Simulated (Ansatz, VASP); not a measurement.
Two plane-wave programs on CaO

INCAR

```
PREC     = Accurate       # precision mode
ENCUT    = 520            # plane-wave cutoff, eV
EDIFF    = 1E-7           # SCF threshold, eV
ISMEAR   = 0              # smearing method
SIGMA    = 0.05           # smearing width, eV
LREAL    = False          # projectors in reciprocal space
LASPH    = True           # aspherical terms in the spheres
NELM     = 100            # most SCF steps
ALGO     = Normal         # electronic algorithm
ISIF     = 2              # what is computed and relaxed
LWAVE    = False          # write WAVECAR
LCHARG   = False          # write CHGCAR
NBANDS   = 15             # bands
```

KPOINTS

```
regular mesh
0
Gamma
  8 8 8
```

Contents of POSCAR:

```
CaO
1.0
    0.0000000000      2.4490000000      2.4490000000
    2.4490000000      0.0000000000      2.4490000000
    2.4490000000      2.4490000000      0.0000000000
Ca O
1 1
Direct
    0.1020824826     -0.1020824826     -0.1020824826
    0.5000000000      0.5000000000      0.5000000000
```

Input for Ansatz:

```yaml
crystal:
  lattice:
    - [0.0, 2.449, 2.449]
    - [2.449, 0.0, 2.449]
    - [2.449, 2.449, 0.0]
  atoms:
    - { symbol: Ca, position: [0.1020824826, -0.1020824826, -0.1020824826] }
    - { symbol: O, position: [0.5, 0.5, 0.5] }
basis:
  ecutwfc: 420
kpoints:
  mp_grid: { grid: [8, 8, 8] }
hamiltonian:
  xc: lda
scf:
  occupations: { method: gaussian, width: 0.05 }
output:
  forces: true
  stress: true
  eigenvalues: true
```

Change from the starting cell: all Ca atoms moved -0.500 Å, as atom 1 along Cartesian [1 0 0].

Alike in both runs: task single point; functional LDA; k mesh 8 × 8 × 8; occupations gaussian, width 0.05 eV; no spin polarisation.

```csv
,VASP,Ansatz
version,VASP 6.6.1,Ansatz 0.2.0
potentials or method,"VASP PAW LDA potentials, release 64 (Ca_sv, O)","scalar-relativistic, plane waves, PAW"
plane-wave cutoff (eV),520,420
valence electrons in the cell,16,16
```

```tsv
	VASP	Ansatz	Ansatz less VASP
gap on the k mesh at the Fermi level (eV)	3.90	3.93	+0.028
least direct gap on the mesh (eV)	4.09	4.12	+0.025
pressure (GPa)	0.8	-0.1	-0.90
largest component of the traceless stress (GPa)	23.07	22.11	-0.960
rms of the force components (eV/Å)	1.893	1.808	-0.0855
```

Atom by atom the forces differ by 0.085 eV/Å (rms over components).

Caveats: forces of over 1 eV/Å show positions far from the minimum, so gaps and moduli don't describe the material at rest. A k mesh can miss the band edges.
